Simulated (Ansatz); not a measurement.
# Structure search for NbP

All numbers below come from DFT PBE, scalar-relativistic, plane waves, PAW (Ansatz). All cells share a 420 eV cutoff and Γ-centred k meshes spaced at most about 0.3 Å⁻¹ (about 0.25 or finer for metals, 2π included). No spin polarisation.

Energies over the elements count from the elements' standard structures at the same level, with no fitted energy shifts. The references include black phosphorus.

All energies are static (0 K, no zero-point motion). Larger cells and other orderings weren't all tried, so the list isn't exhaustive. The reference form of P is held partly by dispersion forces, which this level lacks.

Invented guesses and database cells were relaxed alike, and ends that match in structure were merged. ΔE counts from the first row. Coordination counts P atoms around Nb (those within 1.25 times the shortest such distance or 1.15 times the sum of covalent radii, 1.27 where that leaves under three). The ends were matched against large subsets of the Crystallography Open Database and the Materials Project, so a missing match doesn't prove that a structure is unreported.

```csv
#,reached from,type and space group,atoms,Å³/atom,coordination,ΔE (meV/atom),gap on mesh (eV),in databases,checks
1,a Materials Project cell,I4_1md (No. 109),4,16.0,Nb 6,0,0.00,Materials Project,-
2,"HfTi type (P-6m2) distorted into a subgroup, changed on relaxing","tungsten carbide, P-6m2 (No. 187)",2,16.0,Nb 6,12,0.00,no match,no imaginary mode at Γ (other wave vectors untested)
3,ScTe type (P6_3/mmc),P6_3/mmc (No. 194),4,16.0,Nb 6,59,0.00,no match,no imaginary mode at Γ (other wave vectors untested)
4,a cell as deposited in COD,I4_1/amd (No. 141),4,16.1,Nb 4,597,0.00,COD,-
5,litharge type (P4/nmm),P4/nmm (No. 129),4,16.5,Nb 4,730,0.00,no match,-
6,a known structure type,"zinc blende, F-43m (No. 216)",2,21.8,Nb 4,957,0.00,-,-
7,ordered vacancies on the anion sites of fluorite,"cooperite, P4_2/mmc (No. 131)",4,21.7,Nb 4,1366,0.00,no match,-
```

The lowest: Space group I4_1md (No. 109), tetragonal, a = 3.347 Å, c = 11.427 Å. Around Nb lie 6 P at 2.54–2.55 Å; P is surrounded by 6 Nb at 2.54–2.55 Å. Its energy over the elements is −1.04 eV/atom. A negative formation energy is needed for stability but isn't enough: competing phases decide. The Crystallography Open Database (COD) lists a cell that the form in I4_1/amd (No. 141) matches; that form lies 0.60 eV/atom higher at this level. A margin this large points to a phase of high pressure or temperature, a composition off the formula, a faulty entry or an error of the functional.

Space group I4_1md (No. 109). a = 3.347 Å, b = 3.347 Å, c = 11.427 Å, α = 90.00°, β = 90.00°, γ = 90.00°
```json
{"atom": "Nb", "site": "4a", "symmetry": "2mm.", "x": "0.5000", "y": "0.5000", "z": "0.7500"}
{"atom": "P", "site": "4a", "symmetry": "2mm.", "x": "0.0000", "y": "0.0000", "z": "0.8326"}
```

The second: Space group P-6m2 (No. 187), hexagonal, a = 3.330 Å, c = 3.342 Å. Nb has 6 P at 2.55 Å; around P lie 6 Nb at 2.55 Å. Counting P atoms around Nb, the first and the second both have Nb 6. Shaken at random and relaxed again, row 2 came back. Shaken at random and relaxed again, row 3 came back. Cells without such a test can be saddle points.

```
Nb P
1.0
     3.32971    0.00000    0.00000
    -1.66485    2.88361    0.00000
     0.00000    0.00000    3.34172
Nb P
1 1
Direct
  0.00000 0.00000 0.50000
  0.66667 0.33333 0.00000
```

Some types were kept out of the candidates beforehand, so the set may lack a known form.
